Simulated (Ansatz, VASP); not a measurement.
Two plane-wave programs on BaH

```xyz
2
Lattice="-2.0542 2.0542 2.9042 2.0542 -2.0542 2.9042 2.0542 2.0542 -2.9042" Properties=species:S:1:pos:R:3 pbc="T T T"
Ba    0.0000    0.0000    0.0000
H     0.0000    0.0000    2.9042
```

Alike in both runs: functional PBE; k mesh 20 × 20 × 20; occupations gaussian, width 0.1 eV; no spin polarisation.

Ansatz relaxed the structure, and its values are those at the end. VASP's run is a single point on that final structure, the one shown.

```csv
,VASP,Ansatz
version,VASP 6.6.1,Ansatz 0.2.0
potentials or method,"VASP PAW PBE potentials, release 64 (Ba_sv, H)","scalar-relativistic, plane waves, PAW"
plane-wave cutoff (eV),520,420
valence electrons in the cell,11,11
```

|  | VASP | Ansatz | Ansatz less VASP |
| --- | --- | --- | --- |
| gap on the k mesh at the Fermi level (eV) | none | none | - |
| pressure (GPa) | 0.4 | 0.0 | -0.37 |

A gap of «none» marks a metal or a gap that the smearing closes.

Spin-orbit coupling is left out, which matters for the levels of Ba.
